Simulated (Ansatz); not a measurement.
input.yaml

```yaml
crystal:
  lattice:
    - [3.3444038945, 0.0, 0.0]
    - [0.0, 3.3444038945, 0.0]
    - [0.0, 0.0, 3.3444038945]
  atoms:
    - { symbol: Sc, position: [0.5, 0.5, 0.5] }
    - { symbol: Al, position: [0.0, 0.0, 0.0] }
basis:
  ecutwfc: 420
kpoints:
  mp_grid: { grid: [12, 12, 12] }
  band_path:
    path:
      - [[0.0, 0.0, 0.0], [0.0, 0.5, 0.0], [0.5, 0.5, 0.0], [0.0, 0.0, 0.0], [0.5, 0.5, 0.5], [0.0, 0.5, 0.0]]
      - [[0.5, 0.5, 0.5], [0.5, 0.5, 0.0]]
    npoints: 14
hamiltonian:
  xc: pbesol
scf:
  occupations: { method: gaussian, width: 0.1 }
  n_extra_bands: 6
output:
  forces: true
  stress: true
  eigenvalues: true
  populations: true
  dos: { projected: true, de: 0.02, nscf_kmesh: { grid: [18, 18, 18] } }
  bader: true
  write_density: true
  write_potential: true
  elf: true
  volumetric_format: npy
```

Command:
```bash
ansatz run input.yaml --threads 1 --pin off --max-ram 2560MiB --backend cpu --events-out ev --progress --plain --runs-dir out
```

Theory: DFT PBEsol, scalar-relativistic, plane waves, PAW in Ansatz 0.2.0.

Abridged output:

```
scf.n_extra_bands = 6 over 7 filled bands (N_el = 14.0): the run solves 13 bands
Pseudopotentials: kind: paw
Pseudopotential: Sc, paw, valence charge 11, recommended cutoff 420 eV (normal)
Pseudopotential: Al, paw, valence charge 3, recommended cutoff 420 eV (normal)
Functional definition: PBEsol
Crystal: 2 atoms, lattice volume = 37.407 Å³
Basis set: ecut = 420 eV, 739 PW (Γ), exchange–correlation on 48×48×48 points (8 copies of the dense FFT grid, shifted against one another)
Bands: 13, of which v1, the nominal top of the filled ones, is band 7 counted from 1 (6 counted from 0)
Symmetry: 48 space group operations
Space group: Pm-3m (ITA 221), of the structure as read, at distance tolerance 3.3e-5 Å
k-points: 84 of 1728
Initial density: superposition of atomic densities (neutral atoms: chi_scale 0, normalization atom), corrected by the library's trained network
Initial wavefunctions: pseudopotential atomic-orbital guess
Functional: x = pbesol(κ = 0.804, μ = 0.12345679), c = pbesol(β = 0.046)
SCF iter   1: F=—  HF=-2636.854056 eV  |F-HF|=—  |Δ(HF+E_count)|=         —  Δρ=2.51e-3  dr2=3.15e-3  ethr=1.77e-3  ⟨swp⟩=5.0  Hψ=5498  notcnv=0
SCF iter   2: F=—  HF=-2636.852571 eV  |F-HF|=—  |Δ(HF+E_count)|=   1.49e-3  Δρ=1.01e-3  dr2=5.13e-4  ethr=2.25e-5  ⟨swp⟩=1.8  Hψ=2027  notcnv=0
SCF iter   3: F=—  HF=-2636.852413 eV  |F-HF|=—  |Δ(HF+E_count)|=   1.58e-4  Δρ=1.36e-4  dr2=4.34e-6  ethr=3.66e-6  ⟨swp⟩=2.0  Hψ=1229  notcnv=0
SCF iter   4: F=—  HF=-2636.852416 eV  |F-HF|=—  |Δ(HF+E_count)|=   3.22e-6  Δρ=3.74e-5  dr2=2.35e-7  ethr=3.10e-8  ⟨swp⟩=2.0  Hψ=1200  notcnv=0
SCF iter   5: F=-2636.852416 eV  HF=-2636.852416 eV  |F-HF|=3.67e-9  |Δ(HF+E_count)|=   5.01e-8  Δρ=4.25e-6  dr2=5.71e-9  ethr=1.68e-9  ⟨swp⟩=1.2  Hψ=1017  notcnv=0
SCF iter   6: F=-2636.852416 eV  HF=-2636.852416 eV  |F-HF|=9.87e-11  |Δ(HF+E_count)|=  9.67e-10  Δρ=5.75e-7  dr2=1.37e-10  ethr=4.08e-11  ⟨swp⟩=6.8  Hψ=5519  notcnv=0
SCF 1 converged in 6 iterations: F = -2636.852416 eV  dr2 = 1.37e-10
SCF converged after 6 iterations
Free energy (F): -2636.852416 eV
Harris-Foulkes:  -2636.852416 eV  (|F-HF|=9.87e-11)
Internal energy: -2636.848933 eV  (E = F + TS)
E sigma→0 (E₀):  -2636.850675 eV
Entropy (-TS):   -0.003483 eV (-1.742 meV/atom)
Fermi energy:    9.782874 eV
--- Per-component energies (eV) ---
  E_band       = -147.255452
  E_kinetic    = 285.319814
  E_local      = -908.527106  (includes V_loc(G=0)·N_el)
  E_nonlocal   = 94.924664
  E_hartree    = 329.890788
  E_xc         = -143.420789
  E_vxc        = -158.612071  (∫ρ·V_xc dr)
  E_paw        = -1387.185400  (= ΣΔE_a)
  E_vpaw       = -120.142074  (= ΣTr[D̂ρ^β])
  E_aug_tail   = 0.000009  (compensation charges beyond the density's cutoff)
  E_ewald      = -907.999077
  E_core_change = 0.148164  (= ΣΔE_core)
  E_smearing   = -0.003483  (= −TS)
--- Forces (eV/Å), atoms counted from 1 ---
  atom   1  Sc     0.00000000     0.00000000     0.00000000
  atom   2  Al     0.00000000     0.00000000     0.00000000
--- Stress (GPa, compression-positive) ---
       -0.008564       0.000000       0.000000
        0.000000      -0.008564       0.000000
        0.000000       0.000000      -0.008564
  P = ⅓ Tr σ = -0.0086 GPa (-0.086 kbar)
--- Band table (eV; the first three rows and the last of 84) ---
  k-point 0: bands = ["-39.3614", "-18.0373", "-18.0373", "-18.0373", "1.2608", "9.0903", "9.0903", "12.5808", "12.5808", "12.5808", "13.6222", "13.6222", "13.6222"]
  k-point 1: bands = ["-39.3603", "-18.0509", "-18.0361", "-18.0361", "1.3621", "8.9929", "9.1421", "12.2460", "12.2460", "12.5962", "13.3394", "14.0236", "14.0236"]
  k-point 2: bands = ["-39.3573", "-18.0877", "-18.0329", "-18.0329", "1.6617", "8.6136", "9.2907", "11.7202", "11.7202", "12.6389", "12.9304", "14.7557", "14.7557"]
  k-point 83: bands = ["-39.3130", "-18.1801", "-18.1801", "-18.1801", "7.1991", "7.1991", "7.1991", "9.4490", "12.7602", "12.7602", "12.7602", "13.6757", "13.6757"]
--- Löwdin populations: 2 sites ---
  site symbol q [e]
     0     Sc     10.4796
     1     Al      3.4492
  spilling = 0.005087 (of n_electrons = 14.000000)
--- Bader charges: 2 sites ---
  site symbol charge [e]  shift [e]
     0     Sc      1.0947     0.0000
     1     Al     -1.0947     0.0000
  estimated error of the sums over rays = 2.0e-4 e
```

The calculation finished and met its thresholds.

Time: 13 s on 1 thread of Arm Neoverse V2, on a shared host, peak memory 0.33 GiB.